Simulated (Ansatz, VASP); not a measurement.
# One calculation of SiO2, two programs

File INCAR:

```
  ALGO = Normal
  EDIFF = 1E-6
  ENCUT = 520
  GGA = CA
  ISIF = 2
  ISMEAR = 0
  LASPH = T
  LCHARG = F
  LREAL = F
  LWAVE = F
  NBANDS = 25
  NELM = 80
  PREC = Accurate
  SIGMA = 0.01
```

KPOINTS

```
k-points
0
Gamma
  6 6 6
```

The input POSCAR:

```
SiO2
1.0
   -2.3740500000      2.3740500000      3.7440000000
    2.3740500000     -2.3740500000      3.7440000000
    2.3740500000      2.3740500000     -3.7440000000
Si O
2 4
Direct
    0.0000000000      0.0000000000      0.0000000000
    0.7500000000      0.2500000000      0.5000000000
    0.9983800000      0.6250000000      0.8733800000
    0.3750000000      0.2483800000      0.3733800000
    0.7516200000      0.1250000000      0.1266200000
    0.8750000000      0.0016200000      0.6266200000
```

Input for Ansatz:

```yaml
crystal:
  lattice:
    - [-2.37405, 2.37405, 3.744]
    - [2.37405, -2.37405, 3.744]
    - [2.37405, 2.37405, -3.744]
  atoms:
    - { symbol: Si, position: [0.0, 0.0, 0.0] }
    - { symbol: Si, position: [0.75, 0.25, 0.5] }
    - { symbol: O, position: [0.99838, 0.625, 0.87338] }
    - { symbol: O, position: [0.375, 0.24838, 0.37338] }
    - { symbol: O, position: [0.75162, 0.125, 0.12662] }
    - { symbol: O, position: [0.875, 0.00162, 0.62662] }
basis:
  ecutwfc: 470.0
kpoints:
  mp_grid:
    grid: [6, 6, 6]
    shift: [0.0, 0.0, 0.0]
  band_path:
    path:
      - [0.0, 0.0, 0.0]
      - [0.003022734341178513, -0.003022734341178513, -0.003022734341178513]
      - [-0.003022734341178513, 0.003022734341178513, 0.003022734341178513]
      - [-0.003022734341178513, 0.003022734341178513, -0.003022734341178513]
      - [0.003022734341178513, -0.003022734341178513, 0.003022734341178513]
      - [-0.00476700885548845, -0.00476700885548845, 0.00476700885548845]
      - [0.00476700885548845, 0.00476700885548845, -0.00476700885548845]
      - [0.0, 0.0, 0.006045468682357026]
      - [-0.006045468682357026, 0.006045468682357026, 0.0]
      - [0.006045468682357026, -0.006045468682357026, 0.0]
      - [0.0, 0.0, -0.006045468682357026]
      - [0.0017442745143099365, 0.007789743196666963, -0.0017442745143099365]
      - [-0.007789743196666963, -0.0017442745143099365, 0.007789743196666963]
      - [0.007789743196666963, 0.0017442745143099365, -0.007789743196666963]
      - [-0.0017442745143099365, -0.007789743196666963, 0.0017442745143099365]
      - [0.007789743196666963, 0.0017442745143099365, -0.0017442745143099365]
      - [-0.0017442745143099365, -0.007789743196666963, 0.007789743196666963]
      - [0.0017442745143099365, 0.007789743196666963, -0.007789743196666963]
      - [-0.007789743196666963, -0.0017442745143099365, 0.0017442745143099365]
    npoints: 1
hamiltonian:
  xc: lda
  pseudopotentials:
    kind: paw
scf:
  occupations:
    method: fixed
```

Alike in both runs: task single point; functional LDA; k mesh 6 × 6 × 6; no spin polarisation.

|  | VASP | Ansatz |
| --- | --- | --- |
| version | VASP 6.6.1 | Ansatz 0.2.0 |
| potentials or method | VASP PAW LDA potentials, release 64 (Si, O) | plane waves, PAW |
| plane-wave cutoff (eV) | 520 | 470 |
| occupations | gaussian, width 0.01 eV | fixed |
| valence electrons in the cell | 32 | 32 |

```tsv
	VASP	Ansatz	Ansatz less VASP
gap on the k mesh at the Fermi level (eV)	5.82	5.82	+0.001
```

A k mesh can miss the band edges. LDA gaps usually lie below the measured ones, often by a third to a half.
